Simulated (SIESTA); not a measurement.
**Bi2Te2Se under changes of volume**

One of the cells (34.248 Å³/atom); the others are scaled copies at fixed shape and fractional positions:

```
Bi Te Se
1.0
     2.16097    1.24764   10.58557
    -2.16097    1.24764   10.58557
     0.00000   -2.49527   10.58557
Bi Te Se
2 2 1
Direct
  0.39172 0.39172 0.39172
  0.60828 0.60828 0.60828
  0.78040 0.78040 0.78040
  0.21960 0.21960 0.21960
  0.00000 0.00000 0.00000
```

The cell is a database's computed one.

| Property | Result |
| --- | --- |
| Program | SIESTA 5.4.2 |
| Functional | PBEsol |
| Potentials or basis | PseudoDojo 0.4 standard (PBEsol files) |
| Basis | DZP (energy shift 0.003 Ry; two zetas on semicore shells) |
| Grid cutoff | 500 Ry |
| Energy shift | 0.003 Ry |
| k mesh | 5 × 5 × 5 |
| Occupations | fermi-dirac, width 0.05 eV |
| Spin | no spin polarisation |

```tsv
volume (Å³/atom)	energy over the lowest point (meV/atom)	pressure (GPa)	gap on the mesh (eV)	largest force (eV/Å)
32.193	?	?	?	?
32.878	4.70	1.7	0.42	0.581
33.563	0.00	0.5	0.43	0.399
34.248	0.00	-0.5	0.44	0.244
34.933	4.19	-1.4	0.45	0.181
35.618	12.53	-2.3	0.45	0.118
36.303	23.90	-3.0	0.46	0.201
```

Q: What does the run at 32.193 Å³/atom give?

A: Energy over the lowest point 14.72 meV/atom; pressure 3.0 GPa; gap on the mesh 0.40 eV; largest force 0.788 eV/Å.

Worked out: A Birch-Murnaghan fit of order 3 (a polynomial in V^(-2/3)) to the other rows has its minimum at 33.90 Å³/atom with B0 = V·E''(V) = 52 GPa and B' = 4.7 at fixed shape and positions, which overstates the stiffness. It gives 14.86 meV/atom at 32.193 Å³/atom, against the run's 14.72, and -dE/dV = 3.1 GPa, against 3.0. A straight line through the other rows of the gap, of slope 0.39 eV per unit of ln V (its deformation potential), extrapolates to 0.41 eV, against the run's 0.40.

Energies are extrapolated to zero smearing.

Caveats: spin-orbit coupling is left out, which as a rule narrows the gap of such compounds by several tenths of an eV; an odd mesh through Γ misses points on the zone boundary, where band edges often lie; the basis of atomic orbitals isn't converged, which shifts pressures, moduli and gaps.
